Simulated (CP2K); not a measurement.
In, 1 atom in the cell. The typed cell holds 1 atom: a = 3.332 Å, b = 3.399 Å, c = 3.393 Å, α = 121.67°, β = 122.84°, γ = 86.30°. The cell isn't the ideal one: cell strained at random at fixed volume.

| Quantity | Value |
| --- | --- |
| Program | CP2K 2026.2 |
| Task | single point |
| Functional | PBE |
| Potentials or basis | POTENTIAL_UZH In GTH-PBE-q13; TZVP-MOLOPT-PBE-GTH basis |
| Density cutoff | 6123 eV |
| k mesh | 11 × 11 × 11 |
| Occupations | fermi-dirac, width 0.05 eV |
| Spin | no spin polarisation |
| SCF solver | diagonalisation with k points |
| Quickstep method | GPW |
| EPS_DEFAULT | 1.0E-10 |
| EPS_SCF | 1.0E-6 |
| MAX_SCF | 100 |
| SCF_GUESS | ATOMIC |
| k points reduced by the point group | yes |
| Mesh centred on Gamma | yes |
| CHOLESKY | OFF |
| EPS_EIGVAL | 1.0E-7 |
| MIXING METHOD | BROYDEN_MIXING |
| MIXING ALPHA | 0.4 |
| NBUFFER | 8 |
| NGRIDS | 4 |
| Basis sets | In TZVP-MOLOPT-PBE-GTH-q13 |
| Potentials | In GTH-PBE-q13 of POTENTIAL_UZH |
| ADDED_MOS | [8] |
| REL_CUTOFF (Ry) | 60 Ry |
| MIXING BETA (1/bohr) | 1.5 1/bohr |
| CUTOFF of the grids | 450 Ry |

Potentials or basis: POTENTIAL_UZH In GTH-PBE-q13; TZVP-MOLOPT-PBE-GTH basis.

Launch:

```bash
$ OMP_NUM_THREADS=1 cp2k.psmp -i in_scf.inp -o in_scf.out
```

Hardware: 1 thread of Arm Neoverse V1, on a shared host.

**Question.** How long does it take, and how much memory?

**Answer.** Run time: 2.9 min on 1 thread of Arm Neoverse V1, with other jobs on the host, peak memory 0.36 GiB. Counts: scf iterations 12, k points 666, basis 34, bands 15, force evaluations 1.
